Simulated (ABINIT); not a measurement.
Input of an ABINIT 10.8.3 (patched build) run:

The input run.abi:

```
# Pseudopotentials
pp_dirpath "./"
pseudos "Te.upf, Cd.upf"

# Structure
acell 3*1.0
rprim
     0.0000000000     6.0565722294     6.0565722294
     6.0565722294     0.0000000000     6.0565722294
     6.0565722294     6.0565722294     0.0000000000
ntypat 2
znucl 52 48
natom 2
typat 1 2
xred
     0.7500000000     0.7500000000     0.7500000000
     0.0000000000     0.0000000000     0.0000000000

# Plane-wave basis
ecut 51.0

# k points
kptopt 1
ngkpt 5 5 5
nshiftk 1
shiftk 0.0 0.0 0.0

# Exchange and correlation
ixc 11

# Bands and occupations
nband 22
occopt 3
tsmear 0.00183747

# SCF cycle
nstep 100
tolvrs 1.0e-10

# Output
iomode 3
prtwf 0
prteig 0
prtebands 0
prtvol 2
prtden 1
prtvha 1
prtvclmb 1
prtpot 1
prtelf 1
```

Potentials or basis: PseudoDojo NC SR PBE v0.4.1 standard.

Run with:

```console
$ mpirun --bind-to none -np 4 abinit run.abi > log 2>&1
```

Q: Estimate the band gap on the k mesh.

A: 0.87 eV, direct.

Caveat: spin-orbit coupling is left out, which moves the levels of the heavy elements.

**Experimental background.**

From a printed reference work, data compilation, for a bulk crystal of CdTe at 0 K: band gap 1.607 eV.

Measured gap of CdTe: 1.607 eV (0 K; a printed reference work, data compilation). This calculation gives 0.87 eV (-0.74 eV). Spin-orbit coupling on Cd, Te is left out. The value is that of PBE, without temperature or zero-point motion. Semilocal functionals fall short of measured gaps as a rule.
